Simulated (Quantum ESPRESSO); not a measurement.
# CO2 in Quantum ESPRESSO: the effect of functional

CO2:

```
CELL_PARAMETERS angstrom
-1.97473 1.97473 3.01406
1.97473 -1.97473 3.01406
1.97473 1.97473 -3.01406
ATOMIC_POSITIONS crystal
O 0.87500 0.95980 0.58480
O 0.37500 0.29020 0.41520
O 0.04020 0.62500 0.91520
O 0.70980 0.12500 0.08480
C 0.00000 0.00000 0.00000
C 0.75000 0.25000 0.50000
```

The cell comes from a database or a generator and needn't be the stable form of this composition.

Alike in all runs:

| Item | Value |
| --- | --- |
| Program | Quantum ESPRESSO 7.5 |
| Task | dielectric tensor |
| Cutoff | 1143 eV |
| Density cutoff | 4572 eV |
| k mesh | 6 × 6 × 6, shifted |
| Occupations | fermi-dirac, width 0.05 eV |
| Spin | no spin polarisation |

```tsv
functional	potentials or basis	pressure (GPa)	largest force (eV/Å)	dielectric constant (mean)
LDA	PseudoDojo 0.4.1 SR LDA standard	-13.6	0.51	3.20
PBEsol	PseudoDojo 0.4.1 SR PBEsol standard	-6.8	0.22	3.20
WC	PseudoDojo 0.4.1 SR PBE standard	-5.7	0.14	3.21
BLYP	PseudoDojo 0.4.1 SR PBE standard	6.8	0.29	3.16
AM05	PseudoDojo 0.4.1 SR PBE standard	?	?	?
```

Question: What does the run with functional AM05 give?

Answer: Pressure -6.3 GPa; largest force 0.29 eV/Å; dielectric constant 3.20 mean.

Caveats: the cell is more than 3 GPa from zero pressure, which shifts response properties; the potentials were made for another functional, which shifts forces and pressure (some runs).
